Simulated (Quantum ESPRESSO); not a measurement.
# TiNi (Pm-3m) in Quantum ESPRESSO: settings compared

One crystal, TiNi, is run at these levels: PBEsol, LDA; tasks: band structure, single point, equation of state.

All numbers are computed with Quantum ESPRESSO 7.5; they aren't measurements. Logs are shortened: lines on timing, memory, paths and dates and some standing lists are left out, and cuts for length are marked.

## (1) Starting point

The structure is cubic, space group Pm-3m (No. 221). The conventional cell has a = 2.988 Å, b = 2.988 Å, c = 2.988 Å, α = 90.00°, β = 90.00°, γ = 90.00°. Ni (site symmetry m-3m) is surrounded by 8 Ti at 2.59 Å. Around Ti (site symmetry m-3m) lie 8 Ni at 2.59 Å.

The cell comes from a database or a generator and needn't be the stable form of this composition.

## (2) Band structure, PBEsol, collinear spin, ferromagnetic start

pw.in

```
&CONTROL
  calculation = 'scf'
  prefix = 'pwscf'
  outdir = './tmp'
  pseudo_dir = './pseudo'
  tprnfor = .true.
  tstress = .true.
  disk_io = 'low'
/
&SYSTEM
  ibrav = 0
  nat = 2
  ntyp = 2
  ecutwfc = 45
  ecutrho = 360
  nbnd = 25
  occupations = 'smearing'
  smearing = 'fd'
  degauss = 0.00367493
  nspin = 2
  starting_magnetization(1) = 0.0556
  starting_magnetization(2) = 0.0833
/
&ELECTRONS
  conv_thr = 4d-10
  electron_maxstep = 120
  mixing_beta = 0.3
/
ATOMIC_SPECIES
Ni    58.6934 ni_pbesol_v1.4.uspp.F.UPF
Ti    47.8670 ti_pbesol_v1.4.uspp.F.UPF
CELL_PARAMETERS angstrom
   2.9880661300    0.0000000000    0.0000000000
   0.0000000000    2.9880661300    0.0000000000
   0.0000000000    0.0000000000    2.9880661300
ATOMIC_POSITIONS crystal
Ni     0.0000000000    0.0000000000    0.0000000000
Ti     0.5000000000    0.5000000000    0.5000000000
K_POINTS automatic
9 9 9 0 0 0
```

bands.in

```
&CONTROL
  calculation = 'bands'
  prefix = 'pwscf'
  outdir = './tmp'
  pseudo_dir = './pseudo'
  disk_io = 'low'
  verbosity = 'high'
/
&SYSTEM
  ibrav = 0
  nat = 2
  ntyp = 2
  ecutwfc = 45
  ecutrho = 360
  nbnd = 25
  occupations = 'smearing'
  smearing = 'fd'
  degauss = 0.00367493
  nspin = 2
  starting_magnetization(1) = 0.0556
  starting_magnetization(2) = 0.0833
/
&ELECTRONS
  conv_thr = 1d-08
  electron_maxstep = 120
  mixing_beta = 0.3
  diago_full_acc = .true.
  startingwfc = 'random'
/
ATOMIC_SPECIES
Ni    58.6934 ni_pbesol_v1.4.uspp.F.UPF
Ti    47.8670 ti_pbesol_v1.4.uspp.F.UPF
CELL_PARAMETERS angstrom
   2.9880661300    0.0000000000    0.0000000000
   0.0000000000    2.9880661300    0.0000000000
   0.0000000000    0.0000000000    2.9880661300
ATOMIC_POSITIONS crystal
Ni     0.0000000000    0.0000000000    0.0000000000
Ti     0.5000000000    0.5000000000    0.5000000000
K_POINTS crystal
60
 0.0000000000  0.0000000000  0.0000000000 1
 0.0000000000  0.0714285714  0.0000000000 1
 0.0000000000  0.1428571429  0.0000000000 1
 0.0000000000  0.2142857143  0.0000000000 1
 0.0000000000  0.2857142857  0.0000000000 1
 0.0000000000  0.3571428571  0.0000000000 1
 0.0000000000  0.4285714286  0.0000000000 1
 0.0000000000  0.5000000000  0.0000000000 1
 0.0714285714  0.5000000000  0.0000000000 1
 0.1428571429  0.5000000000  0.0000000000 1
 0.2142857143  0.5000000000  0.0000000000 1
 0.2857142857  0.5000000000  0.0000000000 1
 0.3571428571  0.5000000000  0.0000000000 1
 0.4285714286  0.5000000000  0.0000000000 1
 0.5000000000  0.5000000000  0.0000000000 1
 0.4545454545  0.4545454545  0.0000000000 1
 0.4090909091  0.4090909091  0.0000000000 1
 0.3636363636  0.3636363636  0.0000000000 1
 0.3181818182  0.3181818182  0.0000000000 1
 0.2727272727  0.2727272727  0.0000000000 1
 0.2272727273  0.2272727273  0.0000000000 1
 0.1818181818  0.1818181818  0.0000000000 1
 0.1363636364  0.1363636364  0.0000000000 1
 0.0909090909  0.0909090909  0.0000000000 1
 0.0454545455  0.0454545455  0.0000000000 1
 0.0000000000  0.0000000000  0.0000000000 1
 0.0357142857  0.0357142857  0.0357142857 1
 0.0714285714  0.0714285714  0.0714285714 1
 0.1071428571  0.1071428571  0.1071428571 1
 0.1428571429  0.1428571429  0.1428571429 1
 0.1785714286  0.1785714286  0.1785714286 1
 0.2142857143  0.2142857143  0.2142857143 1
 0.2500000000  0.2500000000  0.2500000000 1
 0.2857142857  0.2857142857  0.2857142857 1
 0.3214285714  0.3214285714  0.3214285714 1
 0.3571428571  0.3571428571  0.3571428571 1
 0.3928571429  0.3928571429  0.3928571429 1
 0.4285714286  0.4285714286  0.4285714286 1
 0.4642857143  0.4642857143  0.4642857143 1
 0.5000000000  0.5000000000  0.5000000000 1
 0.4545454545  0.5000000000  0.4545454545 1
 0.4090909091  0.5000000000  0.4090909091 1
 0.3636363636  0.5000000000  0.3636363636 1
 0.3181818182  0.5000000000  0.3181818182 1
 0.2727272727  0.5000000000  0.2727272727 1
 0.2272727273  0.5000000000  0.2272727273 1
 0.1818181818  0.5000000000  0.1818181818 1
 0.1363636364  0.5000000000  0.1363636364 1
 0.0909090909  0.5000000000  0.0909090909 1
 0.0454545455  0.5000000000  0.0454545455 1
 0.0000000000  0.5000000000  0.0000000000 1
 0.5000000000  0.5000000000  0.0000000000 1
 0.5000000000  0.5000000000  0.0625000000 1
 0.5000000000  0.5000000000  0.1250000000 1
 0.5000000000  0.5000000000  0.1875000000 1
 0.5000000000  0.5000000000  0.2500000000 1
 0.5000000000  0.5000000000  0.3125000000 1
 0.5000000000  0.5000000000  0.3750000000 1
 0.5000000000  0.5000000000  0.4375000000 1
 0.5000000000  0.5000000000  0.5000000000 1
```

Potentials or basis: GBRV 1.5 PBEsol.

Launch:

```
$ OMP_NUM_THREADS=1 mpirun -n 2 pw.x -nk 2 -in pw.in > pw.out
$ OMP_NUM_THREADS=1 mpirun -n 2 pw.x -nk 2 -in bands.in > bands.out
```

pw.out:

```text
This program is part of the open-source Quantum ESPRESSO suite
     for quantum simulation of materials; please cite
[... 6 lines left out ...]
     using ibrav=0 with symmetry is DISCOURAGED, use correct ibrav instead

     K-points division:     npool     =       2
     Subspace diagonalization in iterative solution of the eigenvalue problem:
     a serial algorithm will be used

     G-vector sticks info
     --------------------
     sticks:   dense  smooth     PW     G-vecs:    dense   smooth      PW
     Sum         917     457    145                20719     7249    1357

     Using Slab Decomposition

     bravais-lattice index     =            0
     lattice parameter (alat)  =       5.6466  a.u.
     unit-cell volume          =     180.0393 (a.u.)^3
     number of atoms/cell      =            2
     number of atomic types    =            2
     number of electrons       =        30.00
     number of Kohn-Sham states=           25
     kinetic-energy cutoff     =      45.0000  Ry
     charge density cutoff     =     360.0000  Ry
     scf convergence threshold =      4.0E-10
     mixing beta               =       0.3000
     number of iterations used =            8  plain     mixing
     Exchange-correlation= SLA  PW   PSX  PSC
                           (   1   4  10   8   0   0   0)

     celldm(1)=   5.646627  celldm(2)=   0.000000  celldm(3)=   0.000000
     celldm(4)=   0.000000  celldm(5)=   0.000000  celldm(6)=   0.000000

     crystal axes: (cart. coord. in units of alat)
               a(1) = (   1.000000   0.000000   0.000000 )
               a(2) = (   0.000000   1.000000   0.000000 )
               a(3) = (   0.000000   0.000000   1.000000 )

     reciprocal axes: (cart. coord. in units 2 pi/alat)
               b(1) = (  1.000000  0.000000  0.000000 )
               b(2) = (  0.000000  1.000000  0.000000 )
               b(3) = (  0.000000  0.000000  1.000000 )

     PseudoPot. # 1 for Ni read from file:
     ni_pbesol_v1.4.uspp.F.UPF
     Pseudo is Ultrasoft + core correction, Zval = 18.0
     Generated by new atomic code, or converted to UPF format
     Using radial grid of  865 points,  6 beta functions with:
                l(1) =   0
                l(2) =   0
                l(3) =   1
                l(4) =   1
                l(5) =   2
                l(6) =   2
     Q(r) pseudized with 10 coefficients,  rinner =    0.980   0.980   0.980
                                                       0.980   0.980

     PseudoPot. # 2 for Ti read from file:
     ti_pbesol_v1.4.uspp.F.UPF
     Pseudo is Ultrasoft + core correction, Zval = 12.0
     Generated by new atomic code, or converted to UPF format
     Using radial grid of  851 points,  6 beta functions with:
                l(1) =   0
                l(2) =   0
                l(3) =   1
                l(4) =   1
                l(5) =   2
                l(6) =   2
     Q(r) pseudized with  6 coefficients,  rinner =    1.000   1.000   1.000
                                                       1.000   1.000

     atomic species   valence    mass     pseudopotential
     Ni               18.00    58.69340     Ni( 1.00)
     Ti               12.00    47.86700     Ti( 1.00)

     Starting magnetic structure
     atomic species   magnetization
     Ni              0.056
     Ti              0.083

     48 Sym. Ops., with inversion, found

   Cartesian axes

     site n.     atom                  positions (alat units)
         1        Ni     tau(   1) = (   0.0000000   0.0000000   0.0000000  )
         2        Ti     tau(   2) = (   0.5000000   0.5000000   0.5000000  )

     number of k points=    35  Fermi-Dirac smearing, width (Ry)=  0.0037
                       cart. coord. in units 2pi/alat
        k(    1) = (   0.0000000   0.0000000   0.0000000), wk =   0.0013717
        k(    2) = (   0.0000000   0.0000000   0.1111111), wk =   0.0082305
        k(    3) = (   0.0000000   0.0000000   0.2222222), wk =   0.0082305
        k(    4) = (   0.0000000   0.0000000   0.3333333), wk =   0.0082305
        k(    5) = (   0.0000000   0.0000000   0.4444444), wk =   0.0082305
        k(    6) = (   0.0000000   0.1111111   0.1111111), wk =   0.0164609
[... 27 lines left out ...]
        k(   34) = (   0.3333333   0.4444444   0.4444444), wk =   0.0329218
        k(   35) = (   0.4444444   0.4444444   0.4444444), wk =   0.0109739

     Dense  grid:    20719 G-vectors     FFT dimensions: (  36,  36,  36)

     Smooth grid:     7249 G-vectors     FFT dimensions: (  25,  25,  25)

     Check: negative core charge=   -0.000015
     Generating pointlists ...
     new r_m :   0.3572 (alat units)  2.0172 (a.u.) for type    1
     new r_m :   0.3572 (alat units)  2.0172 (a.u.) for type    2

     Initial potential from superposition of free atoms

     starting charge      27.0000, renormalised to      30.0000

     negative rho (up, down):  4.800E-04 4.062E-04
     Starting wfcs are   23 randomized atomic wfcs +    2 random wfcs

     Self-consistent Calculation

     iteration #  1     ecut=    45.00 Ry     beta= 0.30
     Davidson diagonalization with overlap
     ethr =  1.00E-02,  avg # of iterations =  5.1

     negative rho (up, down):  2.047E-04 1.902E-04
[... 319 lines left out ...]
     iteration # 28     ecut=    45.00 Ry     beta= 0.30
     Davidson diagonalization with overlap
     ethr =  5.28E-12,  avg # of iterations =  2.0

     negative rho (up, down):  3.231E-04 3.231E-04

     Magnetic moment per site  (integrated on atomic sphere of radius R)
     atom   1 (R=0.357)  charge= 16.9757  magn= -0.0000
     atom   2 (R=0.357)  charge=  9.9921  magn= -0.0001

     End of self-consistent calculation

 ------ SPIN UP ------------

          k = 0.0000 0.0000 0.0000 (   925 PWs)   bands (ev):

   -87.0576 -47.5929 -47.5929 -47.5929 -40.6619 -16.8696 -16.8696 -16.8696
     8.3432  12.3045  12.3045  14.2256  14.2256  14.2256  16.6867  16.6867
    18.8653  18.8653  18.8653  24.8535  24.8535  24.8535  31.3699  31.3699
    34.7724
[... 234 lines left out ...]
   -87.0553 -47.6041 -47.6041 -47.6041 -40.5729 -17.0898 -17.0894 -17.0894
    13.2829  13.3809  13.3809  13.9782  14.0148  14.0148  15.1072  15.1072
    19.2258  19.2258  22.5052  23.0019  24.0313  24.0313  26.3259  26.3259
    26.9480

 ------ SPIN DOWN ----------

          k = 0.0000 0.0000 0.0000 (   925 PWs)   bands (ev):

   -87.0577 -47.5929 -47.5929 -47.5929 -40.6620 -16.8697 -16.8697 -16.8697
     8.3432  12.3045  12.3045  14.2256  14.2256  14.2256  16.6865  16.6865
    18.8652  18.8652  18.8652  24.8535  24.8535  24.8535  31.3699  31.3699
    34.7723
[... 234 lines left out ...]
   -87.0554 -47.6041 -47.6041 -47.6041 -40.5730 -17.0899 -17.0895 -17.0895
    13.2828  13.3809  13.3809  13.9782  14.0148  14.0148  15.1072  15.1072
    19.2256  19.2256  22.5052  23.0018  24.0312  24.0312  26.3258  26.3258
    26.9479

     the Fermi energy is    16.2440 ev

!    total energy              =    -462.28574517 Ry
     estimated scf accuracy    <          3.8E-10 Ry
     smearing contrib. (-TS)   =      -0.00216483 Ry
     internal energy E=F+TS    =    -462.28358034 Ry

     The total energy is F=E-TS. E is the sum of the following terms:
     one-electron contribution =    -255.98504005 Ry
     hartree contribution      =     143.27527911 Ry
     xc contribution           =     -53.06199566 Ry
     ewald contribution        =    -296.51182374 Ry

     total magnetization       =    -0.00 Bohr mag/cell
     absolute magnetization    =     0.00 Bohr mag/cell

     convergence has been achieved in  28 iterations

     negative rho (up, down):  3.231E-04 3.231E-04

     Forces acting on atoms (cartesian axes, Ry/au):

     atom    1 type  1   force =     0.00000000    0.00000000    0.00000000
     atom    2 type  2   force =     0.00000000    0.00000000    0.00000000

     Total force =     0.000000     Total SCF correction =     0.000000

     Computing stress (Cartesian axis) and pressure

     negative rho (up, down):  3.231E-04 3.231E-04
          total   stress  (Ry/bohr**3)                   (kbar)     P=      -31.87
  -0.00021663   0.00000000   0.00000000          -31.87        0.00        0.00
   0.00000000  -0.00021663   0.00000000            0.00      -31.87        0.00
   0.00000000   0.00000000  -0.00021663            0.00        0.00      -31.87

=------------------------------------------------------------------------------=
   JOB DONE.
=------------------------------------------------------------------------------=
```

Run time: 34 s. Hardware: 2 MPI ranks of Arm Neoverse V2, shared host; peak memory 0.2 GiB.

What came out:

* Free energy: -6289.7180 eV
* Pressure: -3.2 GPa
* Band gap on the k mesh: none (metal or under the smearing width)
* Net moment: 0.00 μB per cell
* Absolute moment: 0.00 μB per cell
* Valence electrons inside the program's atomic spheres: Ni 16.98; Ti 9.99

Levels at the corners of the path, in eV from the Fermi level:
Spin up:
```tsv
point	band 11	band 12	band 13	band 14	band 15	band 16	band 17	band 18	band 19	band 20
Γ	-3.94	-2.02	-2.02	-2.02	0.44	0.44	2.62	2.62	2.62	8.61
X	-2.79	-2.13	-2.13	-1.71	-0.76	-0.64	0.63	0.63	2.25	3.83
M	-2.79	-2.79	-1.31	-0.76	0.44	0.44	0.92	2.32	2.32	3.09
Γ	-3.94	-2.02	-2.02	-2.02	0.44	0.44	2.62	2.62	2.62	8.61
R	-2.86	-2.19	-2.19	-2.19	-1.28	-1.28	3.16	3.16	6.09	7.96
X	-2.79	-2.13	-2.13	-1.71	-0.76	-0.64	0.63	0.63	2.25	3.83
M	-2.79	-2.79	-1.31	-0.76	0.44	0.44	0.92	2.32	2.32	3.09
R	-2.86	-2.19	-2.19	-2.19	-1.28	-1.28	3.16	3.16	6.09	7.96
```
Spin down:
```
point  band 13  band 14  band 15  band 16  band 17  band 18
    Γ    -2.02    -2.02     0.44     0.44     2.62     2.62
    X    -2.13    -1.71    -0.76    -0.64     0.63     0.63
    M    -1.31    -0.76     0.44     0.44     0.92     2.32
    Γ    -2.02    -2.02     0.44     0.44     2.62     2.62
    R    -2.19    -2.19    -1.28    -1.28     3.16     3.16
    X    -2.13    -1.71    -0.76    -0.64     0.63     0.63
    M    -1.31    -0.76     0.44     0.44     0.92     2.32
    R    -2.19    -2.19    -1.28    -1.28     3.16     3.16
```

(Part 1 of 2 ends here.)
